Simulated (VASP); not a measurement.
Wanted: the native input for a VASP 6.6.1 run.

| Property | Result |
| --- | --- |
| Task | relaxation of cell and atoms |
| Functional | PBE |
| Potentials or basis | VASP PAW PBE potentials, release 64 (Mg, Sb) |
| Cutoff | 600 eV |
| k mesh | 9 × 9 × 5 |
| Occupations | gaussian, width 0.03 eV |
| Spin | no spin polarisation |
| Further INCAR settings | ALGO = Normal; EDIFF = 1e-07; IBRION = 2; EDIFFG = -0.005; NSW = 90; ISIF = 3 |

The structure of Mg3Sb2 lies in POSCAR:

```
Mg3Sb2                                  
1.0
    4.5956345848     -0.0000000000      0.0000000000
   -2.2978172924      3.9799362968      0.0000000000
   -0.0000000000      0.0000000000      7.2737406793
  Mg              Sb            
     3     2
Direct
     0.3333333300000021    0.6666666699999979    0.6320893622256852
     0.6666666699999979    0.3333333300000021    0.3679106377743148
     0.0000000000000000    0.0000000000000000    0.0000000000000000
     0.3333333300000021    0.6666666699999979    0.2254486641030420
     0.6666666699999979    0.3333333300000021    0.7745513358969579
```

These files were run (other wordings do the same):

INCAR

```
SYSTEM = Mg3Sb2
PREC = Accurate
ENCUT = 600
EDIFF = 1E-7
ISMEAR = 0
SIGMA = 0.03
LREAL = .False.
LASPH = .True.
NELM = 80
ALGO = Normal
ISIF = 3
LWAVE = .False.
LCHARG = .False.
GGA = PE
IBRION = 2
NSW = 90
EDIFFG = -0.005
```

KPOINTS

```
regular mesh
0
Gamma
  9 9 5
  0 0 0
```

Potentials or basis: VASP PAW PBE potentials, release 64 (Mg, Sb).

Run with:

```console
$ cat potpaw_PBE.64/Mg/POTCAR potpaw_PBE.64/Sb/POTCAR > POTCAR
$ mpirun -np 1 vasp_std > vasp.out
```

It gave:

```
Pressure after relaxing      : 0.0 GPa
Largest force after relaxing : 0.003 eV/Å
Band gap on the k mesh       : 0.15 eV, indirect (least direct gap 1.01 eV)
```

Caveat: the relaxation stopped at its first step, so nothing moved; spin-orbit coupling is left out, which moves the levels of the heavy elements; an odd mesh through Γ misses points on the zone boundary, where band edges often lie.

Run time: 62 s on 1 thread of Intel(R) Xeon(R) 6975P-C (Granite Rapids) (shared host), peak memory 0.35 GiB.
